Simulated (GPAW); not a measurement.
# ZnS (Wurtzite-2H) (P6_3mc) in GPAW: single point with PBE

Aim: the single point of ZnS (Wurtzite-2H) with PBE.

Everything below comes from runs of GPAW 26.7.0. Logs are shortened: lines on timing, memory, paths and dates and some standing lists are left out, and cuts for length are marked. The log counts tension as positive stress, the text compression.

**The experiment to reproduce.**

From a printed reference work, monograph, for a bulk crystal of ZnS at 4 K: band gap 3.911 eV (direct).

The results are compared with them further down.

### 1 The crystal as given

It takes space group P6_3mc (No. 186, hexagonal). Conventional cell: a = 3.811 Å, b = 3.811 Å, c = 6.234 Å, α = 90.00°, β = 90.00°, γ = 120.00°. Zn (site symmetry 3m) is surrounded by 4 S at 2.31 to 2.40 Å. S (site symmetry 3m) is surrounded by 4 Zn at 2.31 to 2.40 Å.

### 2 Single point, PBE

Input file run.py:

```python
from ase.dft.bandgap import bandgap
from ase.io import read, write
from ase.units import GPa
from gpaw import GPAW, PW

atoms = read('ZnS.xyz')

calc = GPAW(mode=PW(600),
            xc='PBE',
            kpts={'size': (8, 8, 5), 'gamma': True},
            occupations={'name': 'methfessel-paxton', 'order': 0, 'width': 0.018000000000000002},
            nbands=31,
            convergence={'density': 1e-05, 'energy': 1e-05},
            maxiter=150,
            txt='gpaw.txt')
atoms.calc = calc
energy = atoms.get_potential_energy()
forces = atoms.get_forces()
stress = atoms.get_stress()
calc.write('gs.gpw')
write('result.traj', atoms)
print(f'Energy: {energy:.6f} eV')
print('Forces (eV/A):')
print(forces.round(4))
print('Stress (GPa):', (stress / GPa).round(3))
print('Fermi level:', round(calc.get_fermi_level(), 4), 'eV')
print(f'Gap: {bandgap(calc)[0]:.4f} eV, direct: {bandgap(calc, direct=True)[0]:.4f} eV')
```

Input file ZnS.xyz:

```xyz
4
Lattice="3.8110000000 0.0000000000 0.0000000000 -1.9055000000 3.3004228138 0.0000000000 0.0000000000 0.0000000000 6.2340000000" Properties=species:S:1:pos:R:3 pbc="T T T"
Zn     1.9055000002      1.1001409378      3.1170000000
Zn    -0.0000000002      2.2002818760      0.0000000000
S      1.9055000002      1.1001409378      5.5170900000
S     -0.0000000002      2.2002818760      2.4000900000
```

Potentials or basis: GPAW PAW data sets (gpaw-data 1.2.1), pw.

Run with:

```bash
$ OMP_NUM_THREADS=1 python run.py
```

gpaw.txt:

```text
__  _  _
 | _ |_)|_||  |
 |__||  | ||/\| - 26.7.0

Input parameters:
  mode=PW(ecut=600.0),
  convergence={'density': 1e-05, 'energy': 1e-05},
  kpts=MonkhorstPack(size=(8, 8, 5), gamma=True),
  maxiter=150,
  nbands=31,
  occupations=Occupations(name='methfessel-paxton', order=0, width=0.018000000000000002),
  xc=XC(name='PBE')

Diagonalizing LCAO Hamiltonian
Converting LCAO to pw mode

            S

            Zn
        S

        Zn

Atoms  # Å, Bohr magnetons
|   | symbol |         x |        y |        z |    initial magnetic moments |
|---|--------|-----------|----------|----------|-----------------------------|
| 0 |     Zn |  1.905500 | 1.100141 | 3.117000 | ( 0.0000,  0.0000,  0.0000) |
| 1 |     Zn | -0.000000 | 2.200282 | 0.000000 | ( 0.0000,  0.0000,  0.0000) |
| 2 |      S |  1.905500 | 1.100141 | 5.517090 | ( 0.0000,  0.0000,  0.0000) |
| 3 |      S | -0.000000 | 2.200282 | 2.400090 | ( 0.0000,  0.0000,  0.0000) |

Unit cell  # Å
| periodic |         x |        y |        z |  lengths |     angles |
|----------|-----------|----------|----------|----------|------------|
|      yes |  3.811000 | 0.000000 | 0.000000 | 3.811000 |  90.000000 |
|      yes | -1.905500 | 3.300423 | 0.000000 | 3.811000 |  90.000000 |
|      yes |  0.000000 | 0.000000 | 6.234000 | 6.234000 | 120.000000 |

Number of symmetries: 6
Symmetry operations  # r_c * U_cc + t_c -> r_c
|   | kind |            matrix            |
|---|------|------------------------------|
| 0 |  σ   |  1, 1, 0,  0,-1, 0,  0, 0, 1 |
| 1 |  E   |  1, 0, 0,  0, 1, 0,  0, 0, 1 |
| 2 |  C3  |  0, 1, 0, -1,-1, 0,  0, 0, 1 |
| 3 |  σ   |  0,-1, 0, -1, 0, 0,  0, 0, 1 |
| 4 |  σ   | -1, 0, 0,  1, 1, 0,  0, 0, 1 |
| 5 |  C3  | -1,-1, 0,  1, 0, 0,  0, 0, 1 |

BZ-sampling:
  Number of BZ points: 320
  Number of IBZ points: 40

  Monkhorst-Pack size: [8, 8, 5]
  Monkhorst-Pack shift: [0.0625, 0.0625, 0.0]

K-points  # in reciprocal-cell coordinates
|     |                                coordinates |     weight |
|-----|--------------------------------------------|------------|
|   0 | (  0.00000000,   0.00000000,   0.00000000) | 0.00312500 |
|   1 | (  0.00000000,   0.00000000,   0.20000000) | 0.00625000 |
|   2 | (  0.00000000,   0.00000000,   0.40000000) | 0.00625000 |
|   3 | (  0.12500000,   0.00000000,  -0.40000000) | 0.01875000 |
|   4 | (  0.12500000,   0.00000000,  -0.20000000) | 0.01875000 |
|   5 | (  0.12500000,   0.00000000,   0.00000000) | 0.01875000 |
|   6 | (  0.12500000,   0.00000000,   0.20000000) | 0.01875000 |
|   7 | (  0.12500000,   0.00000000,   0.40000000) | 0.01875000 |
|   8 | (  0.25000000,  -0.12500000,   0.00000000) | 0.01875000 |
|   9 | (  0.25000000,  -0.12500000,   0.20000000) | 0.03750000 |
| ... |                                            |            |
|  39 | (  0.50000000,   0.50000000,   0.40000000) | 0.01875000 |

Plane wave coefficients: 2643
Cutoff: 600.0 eV

Spin-components: 1 (collinear spins)
Bands:           31
Projectors:      22
Spin-degeneracy: 2
Datatype:        complex128

Parallelization:
  kpt:    1
  domain: 1
  band:   1

Density:
  Valence electrons: 36.0
  Components: 1
  Grid points: [24 24 36]
  Charge: 0.0  # |e|

Potential:
  Grid points: [24 24 36]

species:
  Zn:
    name:    Zinc
    Z:       30.0
    valence: 12
    core:    18
    charge:  0.0  # [|e|]
    compensation charges:
      type: gauss
      rc: 0.37  # [Å]
      lmax: 2
    cutoffs:
      filter: 2.14  # [Å]
      core: 2.28  # [Å]
    projectors
    | kind |    occ | energy [eV] | rcut [Å] |
    |------|--------|-------------|----------|
    |   4s |  2.000 |      -5.977 |    1.286 |
    |   4p |  0.000 |      -1.117 |    1.270 |
    |   3d | 10.000 |     -10.142 |    1.180 |
    |    s |        |      21.234 |    1.286 |
    |    p |        |      26.095 |    1.270 |
    |    d |        |      17.070 |    1.180 |

    Using partial waves for Zn as LCAO basis

  S:
    name:    Sulfur
    Z:       16.0
    valence: 6
    core:    10
    charge:  0.0  # [|e|]
    compensation charges:
      type: gauss
      rc: 0.24  # [Å]
      lmax: 2
    cutoffs:
      filter: 1.77  # [Å]
      core: 1.66  # [Å]
    projectors
    | kind |    occ | energy [eV] | rcut [Å] |
    |------|--------|-------------|----------|
    |   3s |  2.000 |     -17.254 |    0.974 |
    |   3p |  4.000 |      -7.008 |    0.979 |
    |    s |        |       9.957 |    0.974 |
    |    p |        |      20.203 |    0.979 |
    |    d |        |       0.000 |    0.900 |

    Using partial waves for S as LCAO basis

Reference energy: -119437.893101  # eV

eigensolver:
  PPCG
  Converge bands: occupied
  niter=2

density mixing:
  MSR1-Mixer
  Pratt-step length: 0.05
  Maximum mixing coefficient: 0.75
  Old densities: 10
  SVD Regularization: 0.005
  Good broyden scale: 1.0
  Trust region scale: 1.0
  Backstep threshold: 4.0
  History deletion threshold: 6.0
  Fourier metric: weight=20.0, sigma=0.015

occupation numbers:
  Methfessel-Paxton:
    width: 0.0180  # eV
    order: 0

poisson solver:
  ecut: 4800.0  # eV

xc functional:
  name: PBE with 2 nearest neighbor stencil

convergence criteria:
- Maximum integral of absolute [dens]ity change: 1e-05 electrons / valence electron
- Maximum [total energy] change in last 3 cyles: 1e-05 eV / valence electron
- Maximum integral of absolute [eigenst]ate change: 4e-08 eV^2 / valence electron
maximum number of iterations: 150

SCF iterations
|iter     | |      energy | eigst |  dens |
|---------|-|-------------|-------|-------|
|iter:   1| |  -14.537980 | +0.09 |       |
|iter:   2| |  -14.373602 | -1.53 | -1.18 |
|iter:   3| |  -13.800637 | -1.36 | -1.23 |
|iter:   4| |  -13.802975 | -2.51 | -1.80 |
|iter:   5| |  -13.806242 | -3.54 | -2.24 |
|iter:   6| |  -13.806150 | -4.16 | -2.99 |
|iter:   7| |  -13.806206c| -5.10 | -3.50 |
|iter:   8| |  -13.806221c| -5.96 | -3.85 |
|iter:   9| |  -13.806221c| -7.10 | -4.40 |
|iter:  10| |  -13.806221c| -7.44c| -5.02c|

Converged in 10 steps
Energy contributions relative to reference atoms: (reference = -119437.893101)

Energy contributions:
  Kinetic:          23.123397
  Coulomb:         -19.499429
  Zero:              0.108651
  External:          0.000000
  Xc:              -17.538839
  Entropy:           0.000000
  Spinorbit:         0.000000
  ----------------------------
  Free energy:     -13.806221
  Extrapolated:    -13.806221

dipole moment: (0.000002, -0.000000, -7.474086)  # |e|*Ang

Fermi level: 4.616
Eigenvalues  # (at kpt = [0.000, 0.000, 0.000])
| band index |      eig [eV] | occ [0-2] |
|------------|---------------|-----------|
|          0 |        -9.374 |     2.000 |
|        ... |               |           |
|         10 |        -1.971 |     2.000 |
|         11 |        -1.813 |     2.000 |
|         12 |        -1.339 |     2.000 |
|         13 |         2.963 |     2.000 |
|         14 |         2.963 |     2.000 |
|         15 |         3.808 |     2.000 |
|         16 |         3.808 |     2.000 |
|         17 |         3.819 |     2.000 |
|         18 |         6.061 |     0.000 |
|         19 |         6.811 |     0.000 |
|         20 |        10.095 |     0.000 |
|         21 |        10.095 |     0.000 |
|         22 |        10.400 |     0.000 |
|         23 |        11.401 |     0.000 |
|         24 |        11.401 |     0.000 |
|         25 |        13.116 |     0.000 |
|        ... |               |           |
|         30 |        16.062 |     0.000 |

Gap: 2.242 eV
Transition (v -> c):
  (s=0, k=0, n=17, [0.00, 0.00, 0.00]) -> (s=0, k=0, n=18, [0.00, 0.00, 0.00])
No difference between direct/indirect transitions

Forces  # eV/Ang
|        x |        y |        z |
|----------|----------|----------|
| -0.00000 |  0.00000 |  0.32819 |  # Zn   0
|  0.00000 | -0.00000 |  0.32811 |  # Zn   1
| -0.00000 |  0.00000 | -0.32821 |  # S    2
|  0.00000 |  0.00000 | -0.32817 |  # S    3

Stress tensor  # eV/Ang^3
|         x |         y |         z |
|-----------|-----------|-----------|
| -0.019158 |  0.000000 | -0.000000 |
|  0.000000 | -0.019158 |  0.000000 |
| -0.000000 |  0.000000 | -0.005925 |

# Writing to gs.gpw (mode='')
```

It took 53 s on 1 thread of Arm Neoverse V2, shared host; peak memory 0.23 GiB.

What came out:

```yaml
Free_energy: -13.8062 eV
Pressure: 2.4 GPa
Largest_force: 0.328 eV/Å
Band_gap_on_the_k_mesh: 2.24 eV, direct
```

Forces in eV/Å, atoms in the order of the input:
```
Zn   0.000  0.000  0.328
Zn   0.000  0.000  0.328
S    0.000  0.000 -0.328
S    0.000  0.000 -0.328
```

### 3 Against experiment

Step 2. Against the measured gap of ZnS, 3.911 eV (direct; 4 K; a printed reference work, monograph), the calculated 2.24 eV is off by -1.67 eV. The value is that of PBE, without temperature or zero-point motion. Semilocal functionals fall short of measured gaps as a rule.
